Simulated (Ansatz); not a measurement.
Wanted: the native input for an Ansatz 0.2.0 run.

| Property | Result |
| --- | --- |
| Task | relaxation of cell and atoms |
| Functional | revPBE |
| Dispersion | D4 |
| Potentials or basis | all-electron LAPW, scalar-relativistic |
| Basis error allowed | 0.001 eV/atom |
| k mesh | 8 × 8 × 8 |
| Occupations | fermi-dirac, width 0.05 eV |
| Spin | no spin polarisation |

The system is SnSe.

```
CELL_PARAMETERS angstrom
0.00000 3.01000 3.01000
3.01000 0.00000 3.01000
3.01000 3.01000 0.00000
ATOMIC_POSITIONS crystal
Sn 0.00000 0.00000 0.00000
Se 0.50000 0.50000 0.50000
```

Measurements of this composition are mostly on another form, of space group No. 62.

The input as run:

input.yaml

```yaml
crystal:
  lattice:
    - [0.0, 3.01, 3.01]
    - [3.01, 0.0, 3.01]
    - [3.01, 3.01, 0.0]
  atoms:
    - { symbol: Sn, position: [0.0, 0.0, 0.0] }
    - { symbol: Se, position: [0.5, 0.5, 0.5] }
kpoints:
  mp_grid: { grid: [8, 8, 8] }
scf:
  occupations: { method: fermi_dirac, width: 0.05 }
hamiltonian:
  xc: revpbe
  dispersion: d4
  pseudopotentials: { kind: all_electron, lapw: { basis_error: 0.001 } }
output:
  forces: true
  stress: true
relax:
  f_tol: 0.005
  max_steps: 60
  cell: {}
```

Potentials or basis: all-electron LAPW, scalar-relativistic.

Launch:

```sh
$ ansatz run input.yaml --threads 1 --pin off --max-ram 3072MiB --backend cpu --events-out ev --progress --plain --runs-dir out
```

It gave:

The relaxed volume is 26.39 Å³/atom, the relaxed cell is a = 4.211 Å, b = 4.211 Å, c = 4.211 Å, α = 60.00°, β = 60.00°, γ = 60.00° and the space group after relaxing (to 0.05 Å) is Fm-3m (No. 225). The energy gained by relaxing is 4.3 meV/atom. The ionic steps are 5. The pressure after relaxing is 0.0 GPa and the band gap on the k mesh is 0.70 eV.

Caveat: spin-orbit coupling is left out, which moves the levels of the heavy elements.

It took 19 s on 1 thread of Arm Neoverse V2, on a shared host, peak memory 0.29 GiB.
